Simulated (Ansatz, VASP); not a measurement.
Two plane-wave programs on CaO (Lime)

```
Ca O
1.0
     0.00000    2.42129    2.42129
     2.42129    0.00000    2.42129
     2.42129    2.42129    0.00000
Ca O
1 1
Direct
  0.00000 0.00000 0.00000
  0.50000 0.50000 0.50000
```

Alike in both runs: task single point; functional r2SCAN; k mesh 8 × 8 × 8; no spin polarisation.

|  | VASP | Ansatz |
| --- | --- | --- |
| version | VASP 6.6.1 | Ansatz 0.2.0 |
| potentials or method | VASP PAW PBE potentials, release 64 (Ca_sv, O) | plane waves, PAW |
| plane-wave cutoff (eV) | 520 | 500 |
| occupations | gaussian, width 0.01 eV | fixed |
| valence electrons in the cell | 16 | 16 |

|  | VASP | Ansatz | Ansatz less VASP |
| --- | --- | --- | --- |
| gap on the k mesh at the Fermi level (eV) | 4.19 | 4.20 | +0.011 |
| pressure (GPa) | -2.3 | -3.3 | -0.95 |

Caveats: the PAW data sets were made with another functional, which shifts forces and pressure a little (VASP). A k mesh can miss the band edges. r2SCAN opens gaps a little over a GGA but as a rule still falls short of measured ones.
